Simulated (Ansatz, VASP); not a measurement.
**One calculation of AlGaN2, two programs**

```xyz
4
Lattice="2.8779 0.0000 0.0000 0.0000 2.8779 0.0000 0.0000 0.0000 5.2694" Properties=species:S:1:pos:R:3 pbc="T T T"
Al    1.4389    1.4389    2.6347
Ga    0.0000    0.0000    0.0000
N     1.4389    0.0000    3.8902
N     0.0000    1.4389    1.3792
```

Alike in both runs: task single point; functional LDA; k mesh 8 × 8 × 6; occupations gaussian, width 0.05 eV; no spin polarisation.

|  | VASP | Ansatz |
| --- | --- | --- |
| version | VASP 6.6.1 | Ansatz 0.2.0 |
| potentials or method | VASP PAW LDA potentials, release 64 (Al, Ga_d, N) | scalar-relativistic, plane waves, PAW |
| plane-wave cutoff (eV) | 520 | 420 |
| valence electrons in the cell | 26 | 26 |

```tsv
	VASP	Ansatz	Ansatz less VASP
gap on the k mesh at the Fermi level (eV)	1.52	1.51	-0.010
least direct gap on the mesh (eV)	1.62	1.61	-0.009
pressure (GPa)	-7.3	-8.0	-0.73
largest component of the traceless stress (GPa)	41.32	41.50	+0.176
rms of the force components (eV/Å)	0.176	0.189	+0.0129
```

Atom by atom the forces differ by 0.013 eV/Å (rms over components).

A k mesh can miss the band edges. As with any semilocal functional, this LDA gap is likely too small.
